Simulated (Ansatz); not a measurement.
# TiAl3: the cost of one run

Method: DFT PBE, scalar-relativistic, plane waves, PAW, in Ansatz 0.2.0.

2 further runs of the same task are left out: 1 that didn't finish, 1 set aside as unsound or not needed.

### Step 1. The system as given

It takes space group Pm-3m (No. 221, cubic). Conventional cell: a = 3.980 Å, b = 3.980 Å, c = 3.980 Å, α = 90.00°, β = 90.00°, γ = 90.00°. Around Ti (site symmetry m-3m) lie 12 Al at 2.81 Å. Al (site symmetry 4/mmm) has 4 Ti at 2.81 Å and 8 Al at 2.81 Å as nearest neighbours.

Structure file:

```xyz
4
Lattice="3.9797 0.0000 0.0000 0.0000 3.9797 0.0000 0.0000 0.0000 3.9797" Properties=species:S:1:pos:R:3 pbc="T T T"
Ti    0.0000    0.0000    0.0000
Al    1.9899    1.9899    0.0000
Al    1.9899    0.0000    1.9899
Al    0.0000    1.9899    1.9899
```

It goes back to an entry of the Materials Project, which need not be the stable form.

This cell was relaxed beforehand with the same method: volume 15.76 Å³/atom, gap on the mesh none (metal).

### Step 2. The bulk in the plane's own cell

To let mesh errors cancel, the bulk is computed in a cell built on the (111) plane.

The input, input.yaml:

```yaml
crystal:
  lattice:
    - [5.6281834831, 0.0, 0.0]
    - [-2.8140917415, 4.8741498735, 0.0]
    - [0.0, 0.0, 6.8930888562]
  atoms:
    - { symbol: Ti, position: [0.0, 0.0, 0.0] }
    - { symbol: Ti, position: [0.6666666667, 0.3333333333, 0.3333333333] }
    - { symbol: Ti, position: [0.3333333333, 0.6666666667, 0.6666666667] }
    - { symbol: Al, position: [0.0, 0.5, 1.0] }
    - { symbol: Al, position: [0.6666666667, 0.8333333333, 0.3333333333] }
    - { symbol: Al, position: [0.3333333333, 0.1666666667, 0.6666666667] }
    - { symbol: Al, position: [0.5, 0.0, 0.0] }
    - { symbol: Al, position: [0.1666666667, 0.3333333333, 0.3333333333] }
    - { symbol: Al, position: [0.8333333333, 0.6666666667, 0.6666666667] }
    - { symbol: Al, position: [0.5, 0.5, 0.0] }
    - { symbol: Al, position: [0.8333333333, 0.1666666667, 0.6666666667] }
    - { symbol: Al, position: [0.1666666667, 0.8333333333, 0.3333333333] }
basis:
  ecutwfc: 420
kpoints:
  mp_grid: { grid: [6, 6, 6] }
hamiltonian:
  xc: pbe
scf:
  occupations: { method: gaussian, width: 0.1 }
output:
  forces: true
  stress: true
  eigenvalues: true
```

On the command line:

```
$ ansatz run input.yaml --threads 4 --pin off --max-ram 11264MiB --backend cpu --events-out ev --progress --plain --runs-dir out
```

What time and memory should one allow on 4 threads of AMD EPYC (Zen 3), shared host?

About 8.3 s, with a peak of 0.7 GiB.
